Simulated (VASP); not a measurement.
# ZrS2 (P-3m1) in VASP: a series of runs, part 2 of 2

VASP 6.6.1. Earlier steps stand in the parts before.

### Step 3. Relaxation of cell and atoms, PBEsol

File INCAR:

```
ALGO = Normal
EDIFF = 1E-6
EDIFFG = -0.005
ENCUT = 600
GGA = PS
IBRION = 2
ISIF = 3
ISMEAR = 0
LASPH = True
LCHARG = False
LREAL = False
LWAVE = False
NELM = 80
NSW = 60
PREC = Accurate
SIGMA = 0.02
```

File KPOINTS:

```
k-points
0
Gamma
  8 8 4
```

File POSCAR:

```
ZrS2
1.0
    3.6913825500      0.0000000000      0.0000000000
   -1.8456912700      3.1968310600      0.0000000000
    0.0000000000      0.0000000000      6.0410770100
Zr S
1 2
Direct
    0.0000000000      0.0000000000      0.0000000000
    0.6666666700      0.3333333300      0.7620900300
    0.3333333300      0.6666666700      0.2379099700
```

Potentials or basis: VASP PAW PBE potentials, release 64 (Zr_sv, S).

The run is started by

```console
> cat potpaw_PBE.64/Zr_sv/POTCAR potpaw_PBE.64/S/POTCAR > POTCAR
> mpirun -np 1 vasp_std > vasp.out
```

OUTCAR:

```text
EDIFF = 1E-6
   EDIFFG = -0.005
   ENCUT = 600
   GGA = PS
   IBRION = 2
   ISIF = 3
   ISMEAR = 0
   LASPH = True
   LREAL = False
   NELM = 80
   NSW = 60
   PREC = Accurate

 ion  position               nearest neighbor table
   1  0.000  0.000  0.000-   2 2.57   3 2.57   3 2.57   2 2.57   2 2.57   3 2.57
   2  0.667  0.333  0.762-   1 2.57   1 2.57   1 2.57
   3  0.333  0.667  0.238-   1 2.57   1 2.57   1 2.57

  LATTYP: Found a hexagonal cell.
 ALAT       =     3.6913825500
 C/A-ratio  =     1.6365350727

  Lattice vectors:

 A1 = (   3.6913825500,   0.0000000000,   0.0000000000)
 A2 = (  -1.8456912700,   3.1968310600,   0.0000000000)
 A3 = (   0.0000000000,   0.0000000000,   6.0410770100)

Analysis of symmetry for initial positions (statically):
=====================================================================
 Subroutine PRICEL returns:
 Original cell was already a primitive cell.

 Routine SETGRP: Setting up the symmetry group for a
 hexagonal supercell.

 Subroutine GETGRP returns: Found 12 space group operations
 (whereof 12 operations were pure point group operations)
 out of a pool of 24 trial point group operations.

The static configuration has the point symmetry D_3d.

Analysis of symmetry for dynamics (positions and initial velocities):
=====================================================================
 Subroutine PRICEL returns:
 Original cell was already a primitive cell.

 Routine SETGRP: Setting up the symmetry group for a
 hexagonal supercell.

 Subroutine GETGRP returns: Found 12 space group operations
 (whereof 12 operations were pure point group operations)
 out of a pool of 24 trial point group operations.
[... 138 lines left out ...]
  volume of cell :       71.29
 maximum number of plane-waves:      2424
 NGX is ok and might be reduce to    30
   NGX = 15   NGY = 15   NGZ = 25

--------------------------------------- Ionic step        1  -------------------------------------------

 number of electron      23.9999998 magnetization

 Free energy of the ion-electron system (eV)
  ---------------------------------------------------
  ext. energy  EPLUGINS =         0.00000000
  ---------------------------------------------------
  free energy    TOTEN  =       -22.53609252 eV

  energy without entropy =      -22.53609252  energy(sigma->0) =      -22.53609252

------------------------ aborting loop because EDIFF is reached ----------------------------------------

  FORCE on cell =-STRESS in cart. coord.  units (eV):
  Direction    XX          YY          ZZ          XY          YZ          ZX
  --------------------------------------------------------------------------------------
  -------------------------------------------------------------------------------------
  Total       -1.3592465     -1.3592465     -0.5596929     -0.0000000      0.0000000      0.0000000
  in kB      -30.5482059    -30.5482058    -12.5787437     -0.0000000      0.0000000      0.0000000
  external PRESSURE =     -24.5583851 kB  Pullay stress =       0.0000000 kB
[... 92 lines left out ...]
  FREE ENERGIE OF THE ION-ELECTRON SYSTEM (eV)
  ---------------------------------------------------
  free  energy   TOTEN  =       -22.5523619108 eV

  energy  without entropy=      -22.5523619108  energy(sigma->0) =      -22.55236191

[... ionic steps 4 to 19 ...]

--------------------------------------- Ionic step       20  -------------------------------------------

 number of electron      24.0000000 magnetization

------------------------ aborting loop because EDIFF is reached ----------------------------------------
[... 69 lines left out ...]
--------------------------------------- Ionic step       22  -------------------------------------------

 number of electron      24.0000000 magnetization

 Free energy of the ion-electron system (eV)
  ---------------------------------------------------
  ext. energy  EPLUGINS =         0.00000000
  ---------------------------------------------------
  free energy    TOTEN  =       -22.55958769 eV

  energy without entropy =      -22.55958769  energy(sigma->0) =      -22.55958769

 E-fermi :   4.9088     XC(G=0):  -9.8339

 val. band max:        4.6950292802   @ k =   0.1250   0.0000   0.0000
 cond. band min:       5.4823904750   @ k =   0.5000   0.0000   0.5000
 fundamental gap:      0.7873611948
 Fermi energy:         4.9087982975

 k-point     1 :       0.0000    0.0000    0.0000
  band No.  band energies     occupation
      1     -44.0948      2.00000
      2     -22.2153      2.00000
      3     -22.0435      2.00000
      4     -22.0435      2.00000
      5      -8.0866      2.00000
      6      -6.5465      2.00000
[... 433 lines left out ...]
      3     -22.1705      2.00000
      4     -22.1461      2.00000
      5      -6.8627      2.00000
      6      -6.7233      2.00000
[... 8 lines left out ...]
     15       8.2053      0.00000
     16       9.4617      0.00000

 [... further k-points ...]
[... 5 lines left out ...]
  --------------------------------------------------------------------------------------
  -------------------------------------------------------------------------------------
  Total        0.0136253      0.0136253     -0.0128439      0.0000000     -0.0000000      0.0000000
  in kB        0.3247403      0.3247403     -0.3061162      0.0000000     -0.0000000      0.0000000
  external PRESSURE =       0.1144548 kB  Pullay stress =       0.0000000 kB
[... 18 lines left out ...]
  FREE ENERGIE OF THE ION-ELECTRON SYSTEM (eV)
  ---------------------------------------------------
  free  energy   TOTEN  =       -22.5595876945 eV

  energy  without entropy=      -22.5595876945  energy(sigma->0) =      -22.55958769

 reached required accuracy - stopping structural energy minimisation
```

CONTCAR:

```text
ZrS2
   1.00000000000000
     3.6279074286058726   -0.0000000000988528    0.0000000000000002
    -1.8139537094745226    3.1418599925880133   -0.0000000000000002
     0.0000000000000001   -0.0000000000000003    5.8976235889717152
  Zr              S
     1     2
Direct
     0.0000000000000000    0.0000000000000000    0.0000000000000000
     0.6666666699999979    0.3333333300000021    0.7533976958907831
     0.3333333300000021    0.6666666699999979    0.2466023041092169

  0.00000000E+00  0.00000000E+00  0.00000000E+00
  0.00000000E+00  0.00000000E+00  0.00000000E+00
  0.00000000E+00  0.00000000E+00  0.00000000E+00
```

Wall time 3.3 min (1 thread of Intel Xeon 6975P-C (Granite Rapids), shared host); peak memory 0.23 GiB.

What came out:

| Quantity | Value |
| --- | --- |
| Free energy | -22.5596 eV |
| Relaxed volume | 22.41 Å³/atom |
| Relaxed cell | a = 3.628 Å, b = 3.628 Å, c = 5.898 Å, α = 90.00°, β = 90.00°, γ = 120.00° |
| Space group after relaxing (to 0.05 Å) | P-3m1 (No. 164) |
| Energy gained by relaxing | 7.8 meV/atom |
| Ionic steps | 22 |
| Pressure after relaxing | 0.0 GPa |
| Largest force after relaxing | 0.003 eV/Å |
| Band gap on the k mesh | 0.79 eV, indirect (least direct gap 1.56 eV) |

Forces in eV/Å, atoms in the order of the input:
```
Zr   0.000  0.000  0.000
S    0.000  0.000  0.003
S    0.000  0.000 -0.003
```

Step by step:
| step | energy change (eV) | largest force (eV/Å) | pressure (GPa) | volume (Å³) |
| --- | --- | --- | --- | --- |
| 1 | 0.0000 | 0.1358 | -2.46 | 71.29 |
| 2 | 0.0033 | 0.5384 | 3.12 | 67.59 |
| 3 | -0.0163 | 0.1735 | 0.06 | 69.49 |
| 4 | -0.0198 | 0.0920 | -0.01 | 69.33 |
| 5 | -0.0205 | 0.0381 | -0.07 | 69.21 |
| 6 | -0.0206 | 0.0289 | -0.08 | 69.19 |
| 7 | -0.0208 | 0.0342 | -0.03 | 69.07 |
| 8 | -0.0214 | 0.0500 | 0.13 | 68.71 |
| 9 | -0.0219 | 0.0819 | 0.46 | 67.98 |
| 10 | -0.0220 | 0.0804 | 0.44 | 67.97 |
| 11 | -0.0222 | 0.0739 | 0.41 | 67.93 |
| 12 | -0.0225 | 0.0624 | 0.35 | 67.84 |
| 13 | -0.0230 | 0.0396 | 0.21 | 67.68 |
| 14 | -0.0235 | 0.0074 | -0.04 | 67.35 |
| 15 | -0.0235 | 0.0132 | -0.08 | 67.31 |
| 16 | -0.0235 | 0.0157 | -0.09 | 67.29 |
| 17 | -0.0235 | 0.0213 | -0.12 | 67.25 |
| 18 | -0.0235 | 0.0178 | -0.09 | 67.28 |
| 19 | -0.0235 | 0.0098 | -0.06 | 67.25 |
| 20 | -0.0235 | 0.0066 | 0.06 | 67.19 |
| 21 | -0.0235 | 0.0001 | 0.04 | 67.21 |
| 22 | -0.0235 | 0.0032 | 0.01 | 67.22 |

Final structure:
```cif
data_structure
_symmetry_space_group_name_H-M 'P 1'
_symmetry_Int_Tables_number 1
_cell_length_a 3.6279
_cell_length_b 3.6279
_cell_length_c 5.8976
_cell_angle_alpha 90.000
_cell_angle_beta 90.000
_cell_angle_gamma 120.000
_cell_volume 67.22
loop_
_atom_site_label
_atom_site_type_symbol
_atom_site_fract_x
_atom_site_fract_y
_atom_site_fract_z
_atom_site_occupancy
Zr1 Zr 0.00000 0.00000 0.00000 1
S1 S 0.66667 0.33333 0.75340 1
S2 S 0.33333 0.66667 0.24660 1
```

Caveat: the PAW data sets were made with another functional, which shifts forces and pressure a little; this functional lacks dispersion, which binds the layers, so the pressure and a relaxed spacing across them are unreliable. A k mesh can miss the band edges.

### Step 4. Relaxation of cell and atoms, LDA

File INCAR:

```
PREC     = Accurate       # precision mode
ENCUT    = 300            # plane-wave cutoff, eV
EDIFF    = 1E-6           # SCF threshold, eV
ISMEAR   = 0              # smearing method
SIGMA    = 0.02           # smearing width, eV
LREAL    = F              # projectors in reciprocal space
LASPH    = T              # aspherical terms in the spheres
NELM     = 80             # most SCF steps
ALGO     = Normal         # electronic algorithm
ISIF     = 3              # what is computed and relaxed
LWAVE    = F              # write WAVECAR
LCHARG   = F              # write CHGCAR
GGA      = CA             # functional
IBRION   = 2              # ionic algorithm
NSW      = 40             # ionic steps
EDIFFG   = -0.01          # ionic threshold
```

File KPOINTS:

```
Automatic mesh
0
Gamma
  4 4 2
```

POSCAR is that of step 3.

Potentials or basis: VASP PAW LDA potentials, release 64 (Zr_sv, S).

The run is started by

```console
> cat potpaw_LDA.64/Zr_sv/POTCAR potpaw_LDA.64/S/POTCAR > POTCAR
> mpirun -np 1 vasp_std > vasp.out
```

OUTCAR:

```text
PREC = Accurate
   ENCUT = 300
   EDIFF = 1E-6
   ISMEAR = 0
   LREAL = F
   LASPH = T
   NELM = 80
   ISIF = 3
   GGA = CA
   IBRION = 2
   NSW = 40
   EDIFFG = -0.01

 ion  position               nearest neighbor table
   1  0.000  0.000  0.000-   2 2.57   3 2.57   3 2.57   2 2.57   2 2.57   3 2.57
   2  0.667  0.333  0.762-   1 2.57   1 2.57   1 2.57
   3  0.333  0.667  0.238-   1 2.57   1 2.57   1 2.57

  LATTYP: Found a hexagonal cell.
 ALAT       =     3.6913825500
 C/A-ratio  =     1.6365350727

  Lattice vectors:

 A1 = (   3.6913825500,   0.0000000000,   0.0000000000)
 A2 = (  -1.8456912700,   3.1968310600,   0.0000000000)
 A3 = (   0.0000000000,   0.0000000000,   6.0410770100)

Analysis of symmetry for initial positions (statically):
=====================================================================
 Subroutine PRICEL returns:
 Original cell was already a primitive cell.

 Routine SETGRP: Setting up the symmetry group for a
 hexagonal supercell.

 Subroutine GETGRP returns: Found 12 space group operations
 (whereof 12 operations were pure point group operations)
 out of a pool of 24 trial point group operations.

The static configuration has the point symmetry D_3d.

Analysis of symmetry for dynamics (positions and initial velocities):
=====================================================================
 Subroutine PRICEL returns:
 Original cell was already a primitive cell.

 Routine SETGRP: Setting up the symmetry group for a
 hexagonal supercell.

 Subroutine GETGRP returns: Found 12 space group operations
 (whereof 12 operations were pure point group operations)
 out of a pool of 24 trial point group operations.

The dynamic configuration has the point symmetry D_3d.

 Subroutine INISYM returns: Found 12 space group operations
 (whereof 12 operations are pure point group operations),
 and found     1 'primitive' translations

[... 120 lines left out ...]

 number of electron      24.0000005 magnetization

 Free energy of the ion-electron system (eV)
  ---------------------------------------------------
  ext. energy  EPLUGINS =         0.00000000
  ---------------------------------------------------
  free energy    TOTEN  =       -23.23263381 eV

  energy without entropy =      -23.23263381  energy(sigma->0) =      -23.23263381

------------------------ aborting loop because EDIFF is reached ----------------------------------------

  FORCE on cell =-STRESS in cart. coord.  units (eV):
  Direction    XX          YY          ZZ          XY          YZ          ZX
  --------------------------------------------------------------------------------------
  -------------------------------------------------------------------------------------
  Total       -2.1268454     -2.1268454     -1.6856187     -0.0000000      0.0000000     -0.0000000
  in kB      -47.7995040    -47.7995039    -37.8832125     -0.0000001      0.0000000     -0.0000000
  external PRESSURE =     -44.4940735 kB  Pullay stress =       0.0000000 kB
[... 92 lines left out ...]
  FREE ENERGIE OF THE ION-ELECTRON SYSTEM (eV)
  ---------------------------------------------------
  free  energy   TOTEN  =       -23.2783831384 eV

  energy  without entropy=      -23.2783831384  energy(sigma->0) =      -23.27838314

 E-fermi :   4.6018     XC(G=0):  -9.9075

 val. band max:        4.4429273688   @ k =   0.0000   0.0000   0.0000
 cond. band min:       5.2982491600   @ k =   0.5000   0.0000   0.5000
 fundamental gap:      0.8553217911
 Fermi energy:         4.6018400255

 k-point     1 :       0.0000    0.0000    0.0000
  band No.  band energies     occupation
      1     -44.0993      2.00000
      2     -22.3746      2.00000
      3     -22.1897      2.00000
      4     -22.1897      2.00000
      5      -8.2532      2.00000
      6      -6.6898      2.00000
[... 129 lines left out ...]
      3     -22.3227      2.00000
      4     -22.3022      2.00000
      5      -7.0360      2.00000
      6      -6.8653      2.00000
[... 8 lines left out ...]
     15       7.9156      0.00000
     16       9.4104      0.00000

[... ionic steps 4 to 12 ...]

--------------------------------------- Ionic step       13  -------------------------------------------

 number of electron      24.0000009 magnetization

------------------------ aborting loop because EDIFF is reached ----------------------------------------
[... 69 lines left out ...]
--------------------------------------- Ionic step       15  -------------------------------------------

 number of electron      24.0000009 magnetization

 Free energy of the ion-electron system (eV)
  ---------------------------------------------------
  ext. energy  EPLUGINS =         0.00000000
  ---------------------------------------------------
  free energy    TOTEN  =       -23.31638858 eV

  energy without entropy =      -23.31638858  energy(sigma->0) =      -23.31638858

 E-fermi :   5.6564     XC(G=0): -10.2983

 val. band max:        5.5512926347   @ k =   0.0000   0.0000   0.0000
 cond. band min:       5.9890449260   @ k =   0.5000   0.0000   0.5000
 fundamental gap:      0.4377522913
 Fermi energy:         5.6563896450

 k-point     1 :       0.0000    0.0000    0.0000
  band No.  band energies     occupation
      1     -43.3233      2.00000
      2     -21.5966      2.00000
      3     -21.4069      2.00000
      4     -21.4069      2.00000
      5      -7.6312      2.00000
      6      -5.8318      2.00000
[... 171 lines left out ...]
  FREE ENERGIE OF THE ION-ELECTRON SYSTEM (eV)
  ---------------------------------------------------
  free  energy   TOTEN  =       -23.3163885828 eV

  energy  without entropy=      -23.3163885828  energy(sigma->0) =      -23.31638858

 reached required accuracy - stopping structural energy minimisation
```

OSZICAR:

```text
N       E                     dE             d eps       ncg     rms          rms(c)
DAV:   1     0.113723269573E+03    0.11372E+03   -0.91510E+03   264   0.905E+02
DAV:   2    -0.199566476405E+02   -0.13368E+03   -0.13141E+03   336   0.244E+02
DAV:   3    -0.253803621678E+02   -0.54237E+01   -0.54173E+01   448   0.490E+01
[... 138 lines left out ...]
DAV:   1    -0.233164025837E+02   -0.50852E-04   -0.71672E-03   256   0.586E-01    0.466E-02
DAV:   2    -0.233163992404E+02    0.33433E-05   -0.39241E-04   344   0.127E-01    0.246E-02
DAV:   3    -0.233163913618E+02    0.78786E-05   -0.17671E-05   328   0.336E-02    0.196E-02
DAV:   4    -0.233163888278E+02    0.25341E-05   -0.57978E-06   344   0.171E-02    0.963E-03
DAV:   5    -0.233163885828E+02    0.24492E-06   -0.76798E-07   128   0.706E-03
  15 F= -.23316389E+02 E0= -.23316389E+02  d E =-.221305E-03
```

Run time: 18 s. Hardware: 1 thread of Intel Xeon 6975P-C (Granite Rapids), shared host; peak memory 0.13 GiB.

Results:

```yaml
Free_energy: -23.3164 eV
Relaxed_volume: 21.17 Å³/atom
Relaxed_cell: a = 3.612 Å, b = 3.612 Å, c = 5.619 Å, α = 90.00°, β = 90.00°, γ = 120.00°
Space_group_after_relaxing_to_0.05_Å: P-3m1 (No. 164)
Energy_gained_by_relaxing: 27.9 meV/atom
Ionic_steps: 15
Pressure_after_relaxing: 0.0 GPa
Largest_force_after_relaxing: 0.003 eV/Å
Band_gap_on_the_k_mesh: 0.44 eV, indirect (least direct gap 1.19 eV)
```

Forces in eV/Å, atoms in the order of the input:
```
Zr   0.000  0.000  0.000
S    0.000  0.000  0.003
S    0.000  0.000 -0.003
```

The path:
```
step  energy change (eV)  largest force (eV/Å)  pressure (GPa)  volume (Å³)
   1              0.0000                0.2946           -4.45        71.29
   2              0.0315                1.0762            6.40        64.69
   3             -0.0457                0.2587           -0.24        68.31
   4             -0.0458                0.2710           -0.15        68.26
   5             -0.0515                0.2174           -0.14        67.82
   6             -0.0605                0.0531           -0.09        66.51
   7             -0.0661                0.0474           -0.16        66.13
   8             -0.0789                0.0291           -0.33        64.98
   9             -0.0750                0.0440           -0.18        62.62
  10             -0.0830                0.0267           -0.26        64.10
  11             -0.0832                0.0212           -0.26        63.91
  12             -0.0832                0.0644            0.48        63.22
  13             -0.0835                0.0437            0.13        63.55
  14             -0.0837                0.0217           -0.08        63.47
  15             -0.0838                0.0030           -0.01        63.50
```

Final structure:
```yaml
crystal:
  lattice:
    - [3.61215, 0.00000, 0.00000]
    - [-1.80607, 3.12821, 0.00000]
    - [0.00000, 0.00000, 5.61928]
  atoms:
    - { symbol: Zr, position: [0.00000, 0.00000, 0.00000] }
    - { symbol: S, position: [0.66667, 0.33333, 0.74352] }
    - { symbol: S, position: [0.33333, 0.66667, 0.25648] }
```

Levels at points of the mesh, in eV from the valence-band top:
```csv
k point,band 8,band 9,band 10,band 11,band 12,band 13,band 14,band 15,band 16
"(0.00, 0.00, 0.00)",-3.18,-3.18,-0.29,-0.29,0.00,1.19,1.19,1.95,4.60
"(0.50, 0.00, 0.00)",-2.97,-2.88,-2.82,-2.35,-1.60,0.66,3.04,3.39,5.73
"(0.00, 0.00, 0.50)",-3.12,-3.12,-2.38,-0.53,-0.53,1.13,1.13,2.39,5.23
"(0.50, 0.00, 0.50)",-3.82,-3.08,-2.66,-1.14,-0.89,0.44,3.03,3.38,4.94
```

Caveat: the k mesh is coarse (spacing up to 0.52 Å⁻¹), so the values aren't converged; the cutoff is under 1.25 times the usual one of these potentials, so pressure, stress and relaxed cells hold a basis-set (Pulay) error.
